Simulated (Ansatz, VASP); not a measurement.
**AlN: VASP beside Ansatz**

INCAR

```
SYSTEM = AlN
ALGO = Normal
EDIFF = 1E-6
ENCUT = 520
GGA = PE
ISIF = 2
ISMEAR = 0
LASPH = .TRUE.
LCHARG = .FALSE.
LREAL = .FALSE.
LWAVE = .FALSE.
NBANDS = 16
NELM = 80
PREC = Accurate
SIGMA = 0.05
```

The input KPOINTS:

```
k-points
0
G
  6 6 6
  0 0 0
```

File POSCAR:

```
AlN
1.0
    0.0000000000     -2.2015682416     -2.2015682416
   -2.2015682416      0.0000000000     -2.2015682416
    2.2015682416      2.2015682416     -4.4031364832
Al N
2 2
Direct
   -0.0148428478      0.0516990043     -0.0026527651
    0.5095373176      0.4429954656      0.4973472349
    0.3691870651      0.4288119192      0.8801099938
    0.8910329224      0.8314080683      0.3801099938
```

Input for Ansatz:

```yaml
crystal:
  lattice:
    - [0.0, -2.2015682416, -2.2015682416]
    - [-2.2015682416, 0.0, -2.2015682416]
    - [2.2015682416, 2.2015682416, -4.4031364832]
  atoms:
    - { symbol: Al, position: [-0.0148428478, 0.0516990043, -0.0026527651] }
    - { symbol: Al, position: [0.5095373176, 0.4429954656, 0.4973472349] }
    - { symbol: "N", position: [0.3691870651, 0.4288119192, 0.8801099938] }
    - { symbol: "N", position: [0.8910329224, 0.8314080683, 0.3801099938] }
basis:
  ecutwfc: 520.0
kpoints:
  mp_grid: { grid: [6, 6, 6] }
hamiltonian:
  xc: pbe
scf:
  occupations: { method: gaussian, width: 0.05 }
output:
  forces: true
  stress: true
  eigenvalues: true
```

Change from the starting cell: mode 4 frozen in at -0.154 Å and mode 10 at -0.045 Å (largest displacements).

Alike in both runs: task single point; functional PBE; k mesh 6 × 6 × 6; occupations gaussian, width 0.05 eV; no spin polarisation.

|  | VASP | Ansatz |
| --- | --- | --- |
| version | VASP 6.6.1 | Ansatz 0.2.0 |
| potentials or method | VASP PAW PBE potentials, release 64 (Al, N) | scalar-relativistic, plane waves, PAW |
| plane-wave cutoff (eV) | 520 | 520 |
| valence electrons in the cell | 16 | 16 |

Ansatz gave:

| Item | Value |
| --- | --- |
| gap on the k mesh at the Fermi level (eV) | 3.04 |
| least direct gap on the mesh (eV) | 3.55 |
| pressure (GPa) | 0.0 |
| largest component of the traceless stress (GPa) | 3.72 |
| rms of the force components (eV/Å) | 0.676 |

What did VASP give for the same quantities?

gap on the k mesh at the Fermi level (eV): 3.04; least direct gap on the mesh (eV): 3.55; pressure (GPa): -0.2; largest component of the traceless stress (GPa): 3.74; rms of the force components (eV/Å): 0.678.

Atom by atom the forces differ by 0.002 eV/Å (rms over components).

Caveats: forces of over 1 eV/Å show positions far from the minimum, so gaps and moduli don't describe the material at rest. A k mesh can miss the band edges.
